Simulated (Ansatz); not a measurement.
GeSi (wurtzite): gap against strain (biaxial in x and y, z held)

GeSi built on the wurtzite prototype, relaxed with r2SCAN in the PAW code Ansatz, then strained (biaxial in x and y, z held; changes of length per length, axes as in the cell below) with the atoms relaxed again within the symmetry that is left. It is hexagonal, P6_3mc (No. 186); conventional cell a = 3.906 Å, c = 6.448 Å, 21.30 Å³ an atom. Ge has 4 Si at 2.40–2.41 Å; Si has 4 Ge at 2.40–2.41 Å. These are computed values for a spin-unpolarised cell that may be hypothetical; none is a measurement.

```
CELL_PARAMETERS angstrom
3.90644 0.00000 0.00000
-1.95322 3.38307 0.00000
0.00000 0.00000 6.44781
ATOMIC_POSITIONS crystal
Ge 0.33333 0.66667 0.00040
Ge 0.66667 0.33333 0.50040
Si 0.33333 0.66667 0.37460
Si 0.66667 0.33333 0.87460
```

Gaps are the least over each mesh (r2SCAN 12×12×4 when unstrained) and the special points, which keep their unstrained names; stress is the change from the unstrained cell, compression positive.

```
strain (%)  gap, r2SCAN (eV)  edges, r2SCAN  in-plane stress, r2SCAN (GPa)  energy rise, r2SCAN (meV/atom)
       0.0             0.657          Γ → M                           0.00                             0.0
     +3.05             0.276              Γ                          -5.89                            26.4
     +3.09             0.269              Γ                          -5.95                            27.1
```

Q: Estimate the row for a strain of -5.5 %.

A:
```
strain (%)  gap, r2SCAN (eV)         edges, r2SCAN  in-plane stress, r2SCAN (GPa)  energy rise, r2SCAN (meV/atom)
      -5.5             0.293  Γ → (0, -1/2, 0.385)                         +15.71                           100.9
```

With r2SCAN the edges change from Γ → M (indirect) to Γ (direct) between 0.0 and +3.05 %.

The runs are scalar-relativistic, without spin-orbit coupling.
